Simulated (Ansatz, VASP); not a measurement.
**ZnCu: VASP beside Ansatz**

Contents of INCAR:

```
SYSTEM = ZnCu
  PREC = Accurate
  ENCUT = 600
  EDIFF = 1E-6
  ISMEAR = 0
  SIGMA = 0.1
  LREAL = .FALSE.
  LASPH = .TRUE.
  NELM = 80
  ALGO = Normal
  ISIF = 3
  LWAVE = .FALSE.
  LCHARG = .FALSE.
  GGA = PE
  IBRION = 2
  NSW = 100
  EDIFFG = -0.005
```

KPOINTS

```
Automatic mesh
0
G
  14 14 14
  0 0 0
```

POSCAR

```
ZnCu
1.0
    2.9450000000      0.0000000000      0.0000000000
    0.0000000000      2.9450000000      0.0000000000
    0.0000000000      0.0000000000      2.9450000000
Zn Cu
1 1
Direct
    0.5000000000      0.5000000000      0.5000000000
    0.0000000000      0.0000000000      0.0000000000
```

Input for Ansatz:

```yaml
crystal:
  lattice:
    - [2.945, 0.0, 0.0]
    - [0.0, 2.945, 0.0]
    - [0.0, 0.0, 2.945]
  atoms:
    - { symbol: Zn, position: [0.5, 0.5, 0.5] }
    - { symbol: Cu, position: [0.0, 0.0, 0.0] }
basis:
  ecutwfc: 520.0
kpoints:
  mp_grid: { grid: [14, 14, 14] }
hamiltonian:
  xc: pbe
scf:
  occupations: { method: gaussian, width: 0.1 }
output:
  forces: true
  stress: true
  eigenvalues: true
  write_density: true
  write_potential: true
  elf: true
  volumetric_format: npy
relax:
  adjacent_minimum: "off"
  f_tol: 0.005
  max_steps: 80
  cell: { stress_tol: 0.05 }
```

Alike in both runs: task relaxation of cell and atoms; functional PBE; k mesh 14 × 14 × 14; occupations gaussian, width 0.1 eV; no spin polarisation.

```csv
,VASP,Ansatz
version,VASP 6.6.1,Ansatz 0.2.0
potentials or method,"VASP PAW PBE potentials, release 64 (Zn, Cu)","scalar-relativistic, plane waves, PAW"
plane-wave cutoff (eV),600,520
valence electrons in the cell,23,31
```

|  | VASP | Ansatz | Ansatz less VASP |
| --- | --- | --- | --- |
| gap on the k mesh at the Fermi level, each at its own relaxed structure (eV) | none | none | - |
| relaxed volume (Å³/atom) | 13.07 | 13.00 | -0.066 |
| relaxed cell length with the largest relative difference (Å) | 2.968 | 2.963 | -0.0050 |
| energy change over the relaxation (meV/atom) | -3 | -2 | +1.0 |

A gap of «none» marks a metal or a gap that the smearing closes. The two sets of potentials don't hold the same shells in valence.

PBE usually gives volumes a little too large and moduli too small. Zero-point motion and thermal expansion aren't in these numbers.
